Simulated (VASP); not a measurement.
Computed with LDA (Ceperley-Alder, Perdew-Zunger), VASP's LDA PAW potentials (set 64) (plane waves; VASP 6.6.1).

VASP ran on this input.

### POSCAR
```
MgF2
1
    4.2630485475     0.0000000000     0.0000000000
    0.0000000000     4.2630485475     0.0000000000
    0.0000000000     0.0000000000     2.8483966722
Mg F
2 4
Direct
  0.0000000000   0.0000000000   0.0000000000
  0.5000000000   0.5000000000   0.5000000000
  0.3011350224   0.3011350224   0.0000000000
  0.8011350224   0.1988649776   0.5000000000
  0.1988649776   0.8011350224   0.5000000000
  0.6988649776   0.6988649776   0.0000000000
```

### INCAR
```
LASPH = T   ! aspherical one-centre terms
IBRION = 2   ! conjugate gradients
SIGMA = 0.05
PREC = Accurate
ISIF = 3
LWAVE = F
LCHARG = F
SYSTEM = MgF2
EDIFF = 1E-6
NSW = 40   ! most ionic steps
PSTRESS = 300   ! kbar
ALGO = Normal   ! blocked Davidson
ISMEAR = 0
LREAL = F
NELM = 100   ! most electronic steps
EDIFFG = -0.02   ! ionic stop
ENCUT = 620   ! plane-wave cut-off (eV)
```

KPOINTS:
```
Automatic mesh
0
Gamma
5 5 8
0 0 0
```

POTCAR, in this order: Mg F (LDA.64 set). Program: vasp_std.

The resulting files:

### OUTCAR
```
 ion  position               nearest neighbor table
   1  0.000  0.000  0.000-   3 1.82   6 1.82   5 1.86   4 1.86   4 1.86   5 1.86   2 3.33   2 3.33
                             2 3.33   2 3.33   2 3.33   2 3.33   2 3.33   2 3.33
   2  0.500  0.500  0.500-   4 1.82   5 1.82   3 1.86   6 1.86   3 1.86   6 1.86   1 3.33   1 3.33
                             1 3.33   1 3.33   1 3.33   1 3.33   1 3.33   1 3.33
   3  0.301  0.301  0.000-   1 1.82   2 1.86   2 1.86
   4  0.801  0.199  0.500-   2 1.82   1 1.86   1 1.86
   5  0.199  0.801  0.500-   2 1.82   1 1.86   1 1.86
   6  0.699  0.699  0.000-   1 1.82   2 1.86   2 1.86
  LATTYP: Found a simple tetragonal cell.
 ALAT       =     4.2630485475
 C/A-ratio  =     0.6681595671
 Subroutine PRICEL returns:
 Original cell was already a primitive cell.
 Subroutine GETGRP returns: Found 16 space group operations
The static configuration has the point symmetry D_2h.
 The point group associated with its full space group is D_4h.
The dynamic configuration has the point symmetry D_2h.
 Subroutine INISYM returns: Found 16 space group operations
 Subroutine IBZKPT returns following result:
 Found     30 irreducible k-points:

 Following reciprocal coordinates:
            Coordinates               Weight
  0.000000  0.000000  0.000000      1.000000
  0.200000  0.000000  0.000000      4.000000
  0.400000  0.000000  0.000000      4.000000
  0.200000  0.200000  0.000000      4.000000
  0.400000  0.200000  0.000000      8.000000
  0.400000  0.400000  0.000000      4.000000
  0.000000  0.000000  0.125000      2.000000
  0.200000  0.000000  0.125000      8.000000
  0.400000  0.000000  0.125000      8.000000
  0.200000  0.200000  0.125000      8.000000
  0.400000  0.200000  0.125000     16.000000
  0.400000  0.400000  0.125000      8.000000
  0.000000  0.000000  0.250000      2.000000
  0.200000  0.000000  0.250000      8.000000
  0.400000  0.000000  0.250000      8.000000
  0.200000  0.200000  0.250000      8.000000
  0.400000  0.200000  0.250000     16.000000
  0.400000  0.400000  0.250000      8.000000
  0.000000  0.000000  0.375000      2.000000
  0.200000  0.000000  0.375000      8.000000
  0.400000  0.000000  0.375000      8.000000
  0.200000  0.200000  0.375000      8.000000
  0.400000  0.200000  0.375000     16.000000
  0.400000  0.400000  0.375000      8.000000
  0.000000  0.000000  0.500000      1.000000
  0.200000  0.000000  0.500000      4.000000
  0.400000  0.000000  0.500000      4.000000
  0.200000  0.200000  0.500000      4.000000
  0.400000  0.200000  0.500000      8.000000
  0.400000  0.400000  0.500000      4.000000
   k-points           NKPTS =     30   k-points in BZ     NKDIM =     30   number of bands    NBANDS=     20
   number of dos      NEDOS =    301   number of ions     NIONS =      6
   total plane-waves  NPLWV =  31104
   dimension x,y,z NGX =    36 NGY =   36 NGZ =   24
   dimension x,y,z NGXF=    72 NGYF=   72 NGZF=   48
   ions per type =               2   4
   PREC   = accura    normal or accurate (medium, high low for compatibility)
   ISTART =      0    job   : 0-new  1-cont  2-samecut
   ICHARG =      2    charge: 1-file 2-atom 10-const
   ISPIN  =      1    spin polarized calculation?
   LNONCOLLINEAR =      F non collinear calculations
   LSORBIT =      F    spin-orbit coupling
   INIWAV =      1    electr: 0-lowe 1-rand  2-diag
   ENCUT  =  620.0 eV  45.57 Ry    6.75 a.u.   8.66  8.66  5.78*2*pi/ulx,y,z
   NELM   =    100;   NELMIN=  2; NELMDL= -5     # of ELM steps
   EDIFF  = 0.1E-05   stopping-criterion for ELM
   LREAL  =      F    real-space projection
   NLSPLINE    = F    spline interpolate recip. space projectors
   LMAXMIX     =    2 max onsite mixed and CHGCAR
   VOSKOWN=      0    Vosko Wilk Nusair interpolation
   EDIFFG = -.2E-01   stopping-criterion for IOM
...
```

### OSZICAR
```
       N       E                     dE             d eps       ncg     rms          rms(c)
DAV:   1     0.209332948644E+03    0.20933E+03   -0.21027E+04  1240   0.178E+03
DAV:   2    -0.279023041253E+02   -0.23724E+03   -0.22916E+03  1480   0.373E+02
DAV:   3    -0.369562051366E+02   -0.90539E+01   -0.90303E+01  1412   0.735E+01
DAV:   4    -0.370125383122E+02   -0.56333E-01   -0.56318E-01  1400   0.655E+00
DAV:   5    -0.370128177551E+02   -0.27944E-03   -0.27944E-03  1392   0.467E-01    0.101E+01
DAV:   6    -0.343643279168E+02    0.26485E+01   -0.98268E+00  1368   0.252E+01    0.277E+00
DAV:   7    -0.343025629233E+02    0.61765E-01   -0.14276E-01  1288   0.271E+00    0.175E+00
DAV:   8    -0.342766188993E+02    0.25944E-01   -0.22831E-02  1412   0.199E+00    0.164E-01
DAV:   9    -0.342763428704E+02    0.27603E-03   -0.23756E-03  1384   0.400E-01    0.529E-02
DAV:  10    -0.342763756154E+02   -0.32745E-04   -0.62967E-05  1352   0.739E-02    0.288E-03
DAV:  11    -0.342763757054E+02   -0.90046E-07   -0.14341E-06   932   0.106E-02
   1 F= -.24583521E+02 E0= -.24583521E+02  d E =-.245835E+02
```

### OUTCAR
```
------------------------ aborting loop because EDIFF is reached ----------------------------------------
  FORCE on cell =-STRESS in cart. coord.  units (eV):
  Direction    XX          YY          ZZ          XY          YZ          ZX
  --------------------------------------------------------------------------------------
  Total        9.7421319      9.7421319      9.7893417      0.0000000      0.0000000      0.0000000
  in kB      301.5251616    301.5251616    302.9863349      0.0000000      0.0000000      0.0000000
  external PRESSURE =       2.0122194 kB  Pullay stress =     300.0000000 kB
  volume of cell :       51.77
      direct lattice vectors                 reciprocal lattice vectors
     4.263048548  0.000000000  0.000000000     0.234573918  0.000000000  0.000000000
     0.000000000  4.263048548  0.000000000     0.000000000  0.234573918  0.000000000
     0.000000000  0.000000000  2.848396672     0.000000000  0.000000000  0.351074697
 POSITION                                       TOTAL-FORCE (eV/Angst)
 -----------------------------------------------------------------------------------
      0.00000      0.00000      0.00000         0.000000     -0.000000      0.000000
      2.13152      2.13152      1.42420         0.000000     -0.000000      0.000000
      1.28375      1.28375      0.00000         0.003569      0.003569      0.000000
      3.41528      0.84777      1.42420         0.003569     -0.003569     -0.000000
      0.84777      3.41528      1.42420        -0.003569      0.003569      0.000000
      2.97930      2.97930      0.00000        -0.003569     -0.003569     -0.000000
 -----------------------------------------------------------------------------------
    total drift:                                0.000000     -0.000000     -0.000000
  FREE ENERGIE OF THE ION-ELECTRON SYSTEM (eV)
  ---------------------------------------------------
  free  energy   TOTEN  =       -34.2763757054 eV

  energy  without entropy=      -34.2763757054  energy(sigma->0) =      -34.27637571
  enthalpy is  TOTEN    =       -24.5835210874 eV   P V=        9.6928546180

 reached required accuracy - stopping structural energy minimisation
```
(Selected blocks of OUTCAR.)

File OUTCAR:
```
 val. band max:        0.0699242223   @ k =   0.0000   0.0000   0.0000

 cond. band min:       8.5703013415   @ k =   0.0000   0.0000   0.0000


 Fermi energy:         0.3618664391

 k-point     1 :       0.0000    0.0000    0.0000
  band No.  band energies     occupation
      1     -21.3652      2.00000
      2     -19.9278      2.00000
      3     -19.9278      2.00000
      4     -19.7640      2.00000
      5      -5.0696      2.00000
      6      -3.6615      2.00000
      7      -2.6455      2.00000
      8      -2.6455      2.00000
      9      -2.4169      2.00000
     10      -2.3377      2.00000
     11      -1.5344      2.00000
     12      -1.5344      2.00000
     13      -0.7213      2.00000
     14      -0.2721      2.00000
     15      -0.2721      2.00000
     16       0.0699      2.00000
     17       8.5703      0.00000
     18      13.4760      0.00000
     19      13.4760      0.00000
     20      14.3238      0.00000

 k-point     2 :       0.2000    0.0000    0.0000
  band No.  band energies     occupation
      1     -21.2536      2.00000
      2     -20.1367      2.00000
      3     -19.8990      2.00000
      4     -19.7228      2.00000
      5      -4.8798      2.00000
      6      -3.4973      2.00000
      7      -3.2036      2.00000
      8      -2.4034      2.00000
      9      -2.3393      2.00000
     10      -1.9098      2.00000
     11      -1.6263      2.00000
     12      -1.4608      2.00000
     13      -0.8031      2.00000
     14      -0.7414      2.00000
     15      -0.3253      2.00000
     16      -0.0666      2.00000
     17       9.1261      0.00000
     18      13.0414      0.00000
     19      13.7565      0.00000
     20      14.5676      0.00000

 k-point     3 :       0.4000    0.0000    0.0000
  band No.  band energies     occupation
      1     -20.9476      2.00000
      2     -20.5323      2.00000
      3     -19.8266      2.00000
      4     -19.7493      2.00000
      5      -4.4429      2.00000
...
```

The compound is MgF2 in the rutile structure. It was relaxed first under an external pressure of 30 GPa.
